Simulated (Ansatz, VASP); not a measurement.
Two plane-wave programs on Ta

```xyz
1
Lattice="-1.6264 1.6264 1.6264 1.6264 -1.6264 1.6264 1.6264 1.6264 -1.6264" Properties=species:S:1:pos:R:3 pbc="T T T"
Ta    0.0000    0.0000    0.0000
```

Alike in both runs: task relaxation of cell and atoms; functional LDA; k mesh 18 × 18 × 18; occupations fermi-dirac, width 0.15 eV; no spin polarisation.

```csv
,VASP,Ansatz
version,VASP 6.6.1,Ansatz 0.2.0
potentials or method,"VASP PAW LDA potentials, release 64 (Ta_pv)","scalar-relativistic, plane waves, PAW"
plane-wave cutoff (eV),600,420
valence electrons in the cell,11,13
```

VASP gave:

```
gap on the k mesh at the Fermi level, each at its own relaxed structure (eV) : none
relaxed volume (Å³/atom)                                                     : 17.32
relaxed cell length with the largest relative difference (Å)                 : 2.823
```

What did Ansatz give for the same quantities?

gap on the k mesh at the Fermi level, each at its own relaxed structure (eV): none; relaxed volume (Å³/atom): 17.24; relaxed cell length with the largest relative difference (Å): 2.819.

A gap of «none» marks a metal or a gap that the smearing closes. The two sets of potentials don't hold the same shells in valence. Ansatz warned: «pseudo_functional_mismatch».

The runs have no spin-orbit coupling, so splittings on Ta are missing.
